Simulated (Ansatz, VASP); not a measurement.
## Se: VASP beside Ansatz

```
Se
1.0
     2.85664    0.00000    0.00000
     0.00000    2.85664    0.00000
     0.00000    0.00000    2.85664
Se
1
Direct
  0.00000 0.00000 0.00000
```

This isn't the form of Se at room conditions, which is trigonal, of chains.

Alike in both runs: task single point; functional r2SCAN; k mesh 8 × 8 × 8; occupations fermi-dirac, width 0.1 eV; no spin polarisation.

```csv
,VASP,Ansatz
version,VASP 6.6.1,Ansatz 0.2.0
potentials or method,"VASP PAW PBE potentials, release 64 (Se)","plane waves, PAW"
plane-wave cutoff (eV),520,600
valence electrons in the cell,6,16
```

Ansatz gave:

| Property | Result |
| --- | --- |
| pressure (GPa) | -2.7 |

**Question.** Estimate VASP's values.

**Answer.** Pressure (GPa): -2.8.

The two sets of potentials don't hold the same shells in valence. Ansatz warned: «stress_scf_threshold_loose».

Caveats: the PAW data sets were made with another functional, which shifts forces and pressure a little (VASP).
